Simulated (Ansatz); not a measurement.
A AlNi3 cell: a crystal with Al and Ni atoms exchanged, relaxed.

```xyz
16
Lattice="-3.5040 3.5032 3.5612 3.5040 -3.5032 3.5612 3.5326 3.5319 -3.5612" Properties=species:S:1:pos:R:3 pbc="T T T"
Ni    3.4673    0.0279    3.5588
Al    3.5974    0.1604   -0.0024
Ni    3.4901    3.4932    3.5588
Ni    0.0100    0.0290    3.5588
Al    0.0996    1.6711    1.6633
Al    3.6036   -1.8321    1.8931
Ni    3.4896    1.8138   -1.7830
Ni    3.4896    1.8138    1.7782
Ni    1.7769    3.5261    1.7783
Ni    1.7769    3.5262   -1.7830
Ni    1.8344   -0.0632    1.7378
Ni   -1.6696    3.4400    1.8186
Ni    1.7421    1.7606    3.5588
Ni    1.8098    1.8133   -0.0024
Ni    1.7434   -1.6958    3.5588
Al    1.6395    5.2091   -0.0024
```

Method: Ansatz 0.2.0, DFT PBEsol, scalar-relativistic, plane waves, PAW.

Cutoff 420 eV; k points 6×6×6 on the computed 16-atom cell (Γ-centred); Gaussian smearing, width 0.10 eV; no spin polarisation.

Q: Describe its local order.

A: Counting as bonded all pairs within 1.3 times the summed covalent radii:

```tsv
atom → neighbour	mean count	mean length (Å)	spread (Å)
Al → Al	2.50	2.76	0.02
Al → Ni	9.50	2.46	0.04
Ni → Al	3.17	2.46	0.04
Ni → Ni	8.83	2.50	0.05
```

Angles between all pairs of such bonds at an atom (mean ± spread): 98 ± 35° at Al, 98 ± 36° at Ni.

Q: Does it have a gap?

A: It has no gap on the mesh. Levels at Γ next to the Fermi level (eV from it): -0.61, -0.54, -0.51, -0.45, -0.24, -0.09, 0.02, 0.12, 0.17, 0.26, 0.29, 0.46. It lies 0.35 eV/atom below the elements' standard states (static lattices, no corrections for gases).

The final mesh leaves forces up to 0.06 eV/Å and stresses up to 0.3 GPa: the relaxation ran on a coarser mesh, so the cell's shape, its bonds and its energy belong partly to that mesh.

Cost: 2 runs of about 39 core-minutes in all (earlier runs that led there not counted), on Intel Xeon Processor @ 2.50GHz (Skylake/Cascade Lake) (shared hosts).